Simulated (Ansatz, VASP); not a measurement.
## One calculation of Ge, two programs

```
CELL_PARAMETERS angstrom
0.00000 2.77116 2.77116
2.77116 0.00000 2.77116
2.77116 2.77116 0.00000
ATOMIC_POSITIONS crystal
Ge 0.75000 0.75000 0.75000
Ge 0.50000 0.50000 0.50000
```

Change from the starting cell: volume scaled by 0.94.

Alike in both runs: task single point; functional PBEsol; k mesh 8 × 8 × 8; occupations fermi-dirac, width 0.05 eV; no spin polarisation.

```csv
,VASP,Ansatz
version,VASP 6.6.1,Ansatz 0.2.0
potentials or method,"VASP PAW PBE potentials, release 64 (Ge_d)",Ansatz PAW
plane-wave cutoff (eV),520,420
valence electrons in the cell,28,28
```

```csv
,VASP,Ansatz,Ansatz less VASP
gap on the k mesh at the Fermi level (eV),0.32,0.31,-0.008
least direct gap on the mesh (eV),0.57,0.56,-0.013
pressure (GPa),5.5,5.6,+0.12
```

Caveats: the PAW data sets were made with another functional, which shifts forces and pressure a little (VASP); the PAW data sets come from PBE, with cores solved anew for the run's functional, which leaves a small shift of forces and pressure (Ansatz). A k mesh can miss the band edges.
